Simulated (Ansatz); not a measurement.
## Band structure of BaTiO₃

```
CELL_PARAMETERS angstrom
4.00730 0.00000 0.00000
0.00000 4.00730 0.00000
0.00000 0.00000 4.00730
ATOMIC_POSITIONS crystal
Ba 0.50000 0.50000 0.50000
Ti 0.00000 0.00000 0.00000
O 0.50000 0.00000 0.00000
O 0.00000 0.50000 0.00000
O 0.00000 0.00000 0.50000
```

Atoms are numbered in the order listed.

The cell is COD entry 1507757, as deposited and not checked against the literature; nothing was relaxed.

Spin–orbit coupling is left out, though it moves levels of the heavy atoms by tenths of an eV or more.

Method: Ansatz 0.2.0, DFT, PBE, all-electron LAPW, scalar-relativistic.

Sampling and basis: a Γ-centred 8×8×8 k mesh, Fermi–Dirac smearing of 0.05 eV, basis error target 1 meV/atom, no spin polarisation.

Points in fractions of the reciprocal vectors of this cell: Γ (0, 0, 0), X (0, 0.5, 0), M (0.5, 0.5, 0), R (0.5, 0.5, 0.5). The path joins them by straight lines in the order Γ–X–M–Γ–R–X–R–M; legs that retrace an earlier one aren't tabulated. Energies are in eV from the top of the valence band.

Task: Is there a gap, and where are the band edges?

Result: 1.80 eV, indirect from R (0.5, 0.5, 0.5) to Γ.

Task: List the levels between -14 and 5 eV at the symmetry points.

Result: 
Γ: -9.84 (×3), -2.27 (×3), -1.10 (×3), -0.11 (×3), 1.80 (×3), 3.94 (×2)
X: -9.67 (×2), -9.43, -3.95, -2.72 (×2), -1.89, -1.85, -1.81 (×2), -0.67 (×2), 1.92, 3.51 (×2), 3.94
M: -9.88 (×2), -9.46, -4.25, -3.97, -3.81, -2.62 (×2), -1.69, -0.84 (×2), -0.05, 3.53 (×2), 3.95, 4.79
R: -10.55 (×3), -4.44, -3.79 (×2), -2.34 (×3), 0.00 (×3), 4.19 (×3)

Kohn–Sham gaps of semilocal functionals usually fall short of measured ones.
